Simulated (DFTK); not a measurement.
Runs of DFTK 0.8.2 on Zr. Symmetry: P6_3/mmc, No. 194, hexagonal system. The conventional cell has a = 3.232 Å, b = 3.232 Å, c = 5.147 Å, α = 90.00°, β = 90.00°, γ = 120.00°. Around Zr (site symmetry -6m2) lie 12 Zr at 3.18 to 3.23 Å. 

| task | level | potentials or basis | cutoff (eV) | gap on the mesh (eV) | pressure (GPa) |
| --- | --- | --- | --- | --- | --- |
| band structure | PBE | dojo.nc.sr.pbe.v0_5.stringent.upf (PBE) | 898 | none | 0.5 |
| band structure | PBE | SG15 1.2 (PBE) | 1225 | none | 0.5 |
| band structure | PBE | SPMS 1.0 (PBE) | 1225 | none | (a) |
| band structure | PBE | cp2k.nc.sr.pbe.v0_1.semicore.gth (PBE, GTH) | 2177 | none | 0.0 |

Alike in all rows: no spin polarisation; cell as given; k mesh 9 × 9 × 5; smearing fermi-dirac 0.05 eV.

Task: Estimate the missing entries.

Result: (a) 0.7.

Caveats: GTH potentials come without recommended cutoffs, and this one wasn't checked for convergence (some runs).

A k mesh can miss the band edges, and the runs leave out spin-orbit coupling on Zr.

A gap of «none» marks a metal or a gap under the smearing width.

Not every run made on this cell is shown here.
